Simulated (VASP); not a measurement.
Output of a VASP run:

File OUTCAR:
```
 ion  position               nearest neighbor table
   1  0.250  0.250  0.250-   3 2.00   3 2.00   3 2.00   3 2.00   2 2.31   2 2.31   2 2.31   2 2.31
                             2 2.31   2 2.31
   2  0.750  0.750  0.750-   3 2.00   3 2.00   3 2.00   3 2.00   1 2.31   1 2.31   1 2.31   1 2.31
                             1 2.31   1 2.31
   3  0.000  0.000  0.000-   2 2.00   2 2.00   2 2.00   1 2.00   2 2.00   1 2.00   1 2.00   1 2.00
  LATTYP: Found a face centered cubic cell.
 ALAT       =     4.6200000000
 Subroutine PRICEL returns:
 Original cell was already a primitive cell.
 Subroutine GETGRP returns: Found 48 space group operations
The static configuration has the point symmetry O_h .
The dynamic configuration has the point symmetry O_h .
 Subroutine INISYM returns: Found 48 space group operations
 Subroutine IBZKPT returns following result:
 Found     29 irreducible k-points:

 Following reciprocal coordinates:
            Coordinates               Weight
  0.000000  0.000000  0.000000      1.000000
  0.125000  0.000000  0.000000      8.000000
  0.250000  0.000000  0.000000      8.000000
  0.375000  0.000000  0.000000      8.000000
  0.500000  0.000000  0.000000      4.000000
  0.125000  0.125000  0.000000      6.000000
  0.250000  0.125000  0.000000     24.000000
  0.375000  0.125000  0.000000     24.000000
  0.500000  0.125000  0.000000     24.000000
 -0.375000  0.125000  0.000000     24.000000
 -0.250000  0.125000  0.000000     24.000000
 -0.125000  0.125000  0.000000     12.000000
  0.250000  0.250000  0.000000      6.000000
  0.375000  0.250000  0.000000     24.000000
  0.500000  0.250000  0.000000     24.000000
 -0.375000  0.250000  0.000000     24.000000
 -0.250000  0.250000  0.000000     12.000000
  0.375000  0.375000  0.000000      6.000000
  0.500000  0.375000  0.000000     24.000000
 -0.375000  0.375000  0.000000     12.000000
  0.500000  0.500000  0.000000      3.000000
  0.375000  0.250000  0.125000     24.000000
  0.500000  0.250000  0.125000     48.000000
 -0.375000  0.250000  0.125000     24.000000
  0.500000  0.375000  0.125000     24.000000
 -0.375000  0.375000  0.125000     48.000000
 -0.250000  0.375000  0.125000     24.000000
 -0.375000  0.500000  0.125000     12.000000
 -0.250000  0.500000  0.250000      6.000000
   k-points           NKPTS =     29   k-points in BZ     NKDIM =     29   number of bands    NBANDS=      8
   number of dos      NEDOS =    301   number of ions     NIONS =      3
   total plane-waves  NPLWV =  13824
   dimension x,y,z NGX =    24 NGY =   24 NGZ =   24
   dimension x,y,z NGXF=    48 NGYF=   48 NGZF=   48
   ions per type =               2   1
   PREC   = accura    normal or accurate (medium, high low for compatibility)
   ISTART =      0    job   : 0-new  1-cont  2-samecut
   ICHARG =      2    charge: 1-file 2-atom 10-const
   ISPIN  =      1    spin polarized calculation?
   LNONCOLLINEAR =      F non collinear calculations
   LSORBIT =      F    spin-orbit coupling
   INIWAV =      1    electr: 0-lowe 1-rand  2-diag
   ENCUT  =  480.0 eV  35.28 Ry    5.94 a.u.   5.84  5.84  5.84*2*pi/ulx,y,z
   NELM   =    100;   NELMIN=  2; NELMDL= -5     # of ELM steps
   EDIFF  = 0.1E-05   stopping-criterion for ELM
   LREAL  =      F    real-space projection
   NLSPLINE    = F    spline interpolate recip. space projectors
   LMAXMIX     =    2 max onsite mixed and CHGCAR
   VOSKOWN=      0    Vosko Wilk Nusair interpolation
   EDIFFG = -.2E-01   stopping-criterion for IOM
   NSW    =     60    number of steps for IOM
   NBLOCK =      1;   KBLOCK =     60    inner block; outer block
   IBRION =      2    ionic relax: 0-MD 1-quasi-New 2-CG
   NFREE  =      1    steps in history (QN), initial steepest desc. (CG)
   ISIF   =      3    stress and relaxation
   ISYM   =      2    0-nonsym 1-usesym 2-fastsym
   TEIN   =    0.0    initial temperature
   TEBEG  =    0.0;   TEEND  =   0.0 temperature during run
   SMASS  =  -3.00    Nose mass-parameter (am)
   PSTRESS=    0.0 pullay stress
   NELECT =       8.0000    total number of electrons
...
```

OSZICAR:
```
       N       E                     dE             d eps       ncg     rms          rms(c)
DAV:   1     0.112267348413E+02    0.11227E+02   -0.37604E+03   464   0.826E+02
DAV:   2    -0.155992176200E+02   -0.26826E+02   -0.24908E+02   728   0.115E+02
DAV:   3    -0.160115436431E+02   -0.41233E+00   -0.41233E+00   520   0.184E+01
DAV:   4    -0.160121418141E+02   -0.59817E-03   -0.59817E-03   656   0.728E-01
DAV:   5    -0.160121421892E+02   -0.37506E-06   -0.37506E-06   520   0.129E-02    0.727E+00
DAV:   6    -0.143698547248E+02    0.16423E+01   -0.12890E+01   464   0.233E+01    0.289E+00
DAV:   7    -0.143215544919E+02    0.48300E-01   -0.23774E-01   488   0.420E+00    0.140E+00
DAV:   8    -0.143136192056E+02    0.79353E-02   -0.39314E-02   464   0.282E+00    0.246E-01
DAV:   9    -0.143132896200E+02    0.32959E-03   -0.24138E-04   672   0.162E-01    0.161E-01
DAV:  10    -0.143135188705E+02   -0.22925E-03   -0.61471E-04   464   0.215E-01    0.162E-02
DAV:  11    -0.143135173090E+02    0.15614E-05   -0.10960E-05   672   0.246E-02    0.940E-03
DAV:  12    -0.143135188530E+02   -0.15440E-05   -0.88651E-06   464   0.227E-02    0.188E-03
DAV:  13    -0.143135188893E+02   -0.36209E-07   -0.40282E-07   256   0.575E-03
   1 F= -.14313519E+02 E0= -.14313519E+02  d E =-.143135E+02
       N       E                     dE             d eps       ncg     rms          rms(c)
DAV:   1    -0.143148494445E+02   -0.13306E-02   -0.21337E-02   464   0.141E+00    0.251E-01
DAV:   2    -0.143137898979E+02    0.10595E-02   -0.10354E-02   464   0.687E-01    0.363E-02
DAV:   3    -0.143137522486E+02    0.37649E-04   -0.27638E-04   488   0.140E-01    0.136E-02
DAV:   4    -0.143137473252E+02    0.49234E-05   -0.66782E-06   488   0.272E-02    0.429E-03
DAV:   5    -0.143137468928E+02    0.43240E-06   -0.95556E-07   232   0.701E-03
   2 F= -.14313747E+02 E0= -.14313747E+02  d E =-.228004E-03
```

File OUTCAR:
```
------------------------ aborting loop because EDIFF is reached ----------------------------------------
  FORCE on cell =-STRESS in cart. coord.  units (eV):
  Direction    XX          YY          ZZ          XY          YZ          ZX
  --------------------------------------------------------------------------------------
  Total        0.0311541      0.0311541      0.0311541      0.0000000      0.0000000     -0.0000000
  in kB        2.0165900      2.0165900      2.0165900      0.0000000      0.0000000     -0.0000000
  external PRESSURE =       2.0165900 kB  Pullay stress =       0.0000000 kB
  volume of cell :       24.75
      direct lattice vectors                 reciprocal lattice vectors
     0.000000000  2.313090487  2.313090487    -0.216161020  0.216161020  0.216161020
     2.313090487  0.000000000  2.313090487     0.216161020 -0.216161020  0.216161020
     2.313090487  2.313090487  0.000000000     0.216161020  0.216161020 -0.216161020
 POSITION                                       TOTAL-FORCE (eV/Angst)
 -----------------------------------------------------------------------------------
      1.15655      1.15655      1.15655         0.000000      0.000000     -0.000000
      3.46964      3.46964      3.46964         0.000000     -0.000000      0.000000
      2.31309      0.00000      2.31309        -0.000000     -0.000000     -0.000000
 -----------------------------------------------------------------------------------
    total drift:                               -0.000000      0.000000      0.000000
  FREE ENERGIE OF THE ION-ELECTRON SYSTEM (eV)
  ---------------------------------------------------
  free  energy   TOTEN  =       -14.3137468928 eV

  energy  without entropy=      -14.3137468928  energy(sigma->0) =      -14.31374689

 reached required accuracy - stopping structural energy minimisation
```
(Selected blocks of OUTCAR.)

### POSCAR
```
Li2O
1
    0.0000000000     2.3100000000     2.3100000000
    2.3100000000     0.0000000000     2.3100000000
    2.3100000000     2.3100000000     0.0000000000
Li O
2 1
Direct
  0.2500000000   0.2500000000   0.2500000000
  0.7500000000   0.7500000000   0.7500000000
  0.0000000000   0.0000000000   0.0000000000
```

Problem. Write an INCAR and KPOINTS that could have produced this output.

Solution. One answer among several that fit: the input of the run itself, PBE GGA, plane waves, VASP's PBE PAW potentials (set 64).

File KPOINTS:
```
Automatic mesh
0
Gamma
8 8 8
0 0 0
```

INCAR:
```
ALGO = Normal
EDIFF = 1E-6
EDIFFG = -0.02
ENCUT = 480
GGA = PE
IBRION = 2
ISIF = 3
ISMEAR = 0
LASPH = .TRUE.
LCHARG = .FALSE.
LREAL = .FALSE.
LWAVE = .FALSE.
NELM = 100
NSW = 60
PREC = Accurate
SIGMA = 0.05
SYSTEM = Li2O
```

POTCAR, in this order: Li O (PBE.64 set). Program: vasp_std.

The compound is Li2O in the antifluorite structure. This run relaxes it. Symmetry was kept, so distortions that lower it aren't found. The start is the result of an earlier pass.
